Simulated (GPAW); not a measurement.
The system is AlN.

```
Al N
1.0
     3.11300    0.00000    0.00000
    -1.55650    2.69594    0.00000
     0.00000    0.00000    4.98100
Al N
2 2
Direct
  0.66667 0.33333 0.50000
  0.33333 0.66667 0.00000
  0.66667 0.33333 0.88000
  0.33333 0.66667 0.38000
```

Base run:

```yaml
Program: GPAW 26.7.0
Functional: revTPSS
Potentials_or_basis: GPAW PAW data sets (gpaw-data 1.2.1)
Cutoff: 800 eV
Basis: pw
k_mesh: 7 × 7 × 4
Occupations: fermi-dirac, width 0.05 eV
Spin: no spin polarisation
```

Its results: band gap on the k mesh 4.13 eV, direct; pressure 3.1 GPa.

**Question.** After a change of settings the same cell gave: band gap on the k mesh 4.88 eV, direct; pressure -0.8 GPa. Which change was it?
A. functional from revTPSS to PBEsol; potentials or basis from GPAW PAW data sets (gpaw-data 1.2.1) to PAW data sets generated in the run's folder for this functional
B. functional from revTPSS to MS2; band points from 100 to 80
C. functional from revTPSS to TASK; band points from 100 to 80
D. functional from revTPSS to r4SCAN

**Answer.** D.

Caveats: the PAW data sets were made with another functional, which shifts forces and pressure a little.

Not every run made on this cell is shown here.
